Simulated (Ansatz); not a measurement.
Here is an Ansatz 0.2.0 calculation.

input.yaml

```yaml
crystal:
  lattice:
    - [3.288, 0.0, 0.0]
    - [-1.644, 2.8474915276, 0.0]
    - [0.0, 0.0, 12.9]
  atoms:
    - { symbol: Mo, position: [0.6666666667, 0.3333333333, 0.75] }
    - { symbol: Mo, position: [0.3333333333, 0.6666666667, 0.25] }
    - { symbol: Se, position: [0.6666666667, 0.3333333333, 0.375] }
    - { symbol: Se, position: [0.3333333333, 0.6666666667, 0.875] }
    - { symbol: Se, position: [0.6666666667, 0.3333333333, 0.125] }
    - { symbol: Se, position: [0.3333333333, 0.6666666667, 0.625] }
hamiltonian:
  xc: pbesol
  pseudopotentials: { kind: paw_fr }
magnetization:
  noncollinear: true
  spin_orbit: true
kpoints:
  mp_grid: { grid: [7, 7, 2] }
  band_path:
    path:
      - [[0.0, 0.0, 0.0], [0.5, 0.0, 0.0], [0.3333333333, 0.3333333333, 0.0], [0.0, 0.0, 0.0], [0.0, 0.0, 0.5], [0.5, 0.0, 0.5], [0.3333333333, 0.3333333333, 0.5], [0.0, 0.0, 0.5]]
      - [[0.5, 0.0, 0.5], [0.5, 0.0, 0.0]]
      - [[0.3333333333, 0.3333333333, 0.0], [0.3333333333, 0.3333333333, 0.5]]
    npoints: 14
scf:
  occupations: { method: fermi_dirac, width: 0.05 }
  n_extra_bands: 15
output:
  forces: true
  stress: true
  eigenvalues: true
  fatbands: true
```

Potentials or basis: Ansatz PAW.

Command:

```bash
$ ansatz run input.yaml --threads 2 --pin off --max-ram 5632MiB --backend cpu --events-out ev --progress --plain --runs-dir out
```

Task: Predict the largest force.

Result: 0.799 eV/Å.

Task: What does it give for the pressure?

Result: 3.2 GPa.

Task: What does it give for the band gap on the k mesh?

Result: 0.99 eV, indirect (least direct gap 1.72 eV).

Forces on the atoms (eV/Å):
```
Mo   0.000  0.000  0.000
Mo   0.000  0.000  0.000
Se   0.000  0.000  0.799
Se   0.000  0.000  0.799
Se   0.000  0.000 -0.799
Se   0.000  0.000 -0.799
```

Caveat: the k mesh misses the band edges, so the gap on the mesh is wider than the one along the path; the cell's inner coordinates are idealised or old, which leaves forces on the atoms; this functional lacks dispersion, which binds the layers, so the pressure and a relaxed spacing across them are unreliable; the PAW data sets come from PBE, with cores solved anew for the run's functional, which leaves a small shift of forces and pressure. A hybrid or GW would open this gap; PBEsol tends to underestimate it.
